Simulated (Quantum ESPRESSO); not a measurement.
CO2 under changes of volume

One of the cells (13.818 Å³/atom); the others are scaled copies at fixed shape and fractional positions:

```xyz
6
Lattice="2.6359 -2.3874 0.0000 2.6359 2.3874 0.0000 0.0000 0.0000 6.5872" Properties=species:S:1:pos:R:3 pbc="T T T"
O     2.6359    0.9239    4.0060
O     2.6359   -0.9239    2.5811
O     2.6359    1.4635    0.7124
O     2.6359   -1.4635    5.8747
C     2.6359    0.0000    3.2936
C     0.0000    0.0000    0.0000
```

The cell comes from a database or a generator and needn't be the stable form of this composition.

- Program: Quantum ESPRESSO 7.5
- Functional: PBEsol
- Potentials or basis: GBRV 1.5 PBEsol
- Cutoff: 612 eV
- Density cutoff: 4898 eV
- k mesh: 8 × 8 × 4
- Occupations: fermi-dirac, width 0.05 eV
- Spin: no spin polarisation

```csv
volume (Å³/atom),energy over the lowest point (meV/atom),pressure (GPa),gap on the mesh (eV)
12.988,32.71,10.9,6.84
13.265,16.61,7.5,6.74
13.541,6.13,4.4,6.65
13.818,0.75,1.6,6.57
14.094,0.00,-1.0,6.49
14.370,3.46,-3.3,6.41
14.647,?,?,?
```

Q: What does the run at 14.647 Å³/atom give?

A: Energy over the lowest point 10.71 meV/atom; pressure -5.4 GPa; gap on the mesh 6.33 eV.

Worked out: A Birch-Murnaghan fit of order 3 (a polynomial in V^(-2/3)) to the other rows has its minimum at 14.00 Å³/atom with B0 = V·E''(V) = 128 GPa and B' = 3.7 at fixed shape and positions, which overstates the stiffness. It gives 10.79 meV/atom at 14.647 Å³/atom, against the run's 10.71, and -dE/dV = -5.3 GPa, against -5.4. A straight line through the other rows of the gap, of slope -4.21 eV per unit of ln V, extrapolates to 6.33 eV, against the run's 6.33.

Energies are extrapolated to zero smearing.

A mesh can miss the band edges.
